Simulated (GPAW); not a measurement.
Crystal: BaTiO3.

```
Ba Ti O
1.0
     4.00600    0.00000    0.00000
     0.00000    4.00600    0.00000
     0.00000    0.00000    4.00600
Ba Ti O
1 1 3
Direct
  0.50000 0.50000 0.50000
  0.00000 0.00000 0.00000
  0.00000 0.00000 0.50000
  0.00000 0.50000 0.00000
  0.50000 0.00000 0.00000
```

Base run:

- Program: GPAW 26.7.0
- Functional: r2SCAN
- Potentials or basis: GPAW PAW data sets (gpaw-data 1.2.1)
- Cutoff: 800 eV
- Basis: pw
- k mesh: 7 × 7 × 7
- Occupations: fermi-dirac, width 0.05 eV
- Spin: no spin polarisation

Its results: band gap on the k mesh 2.20 eV, indirect (least direct gap 2.28 eV); pressure 0.0 GPa.

Problem. The run is repeated on the same cell with these changes: functional from r2SCAN to PBE. What comes out?

Solution. Band gap on the k mesh 1.84 eV, indirect (least direct gap 1.92 eV); pressure 3.0 GPa.

r2SCAN gives the wider gap, since meta-GGAs in the generalised Kohn-Sham scheme recover part of the derivative discontinuity.

Caveats: spin-orbit coupling is left out, which moves the levels of the heavy elements; the PAW data sets were made with another functional, which shifts forces and pressure a little (some runs).

A k mesh can miss the band edges.
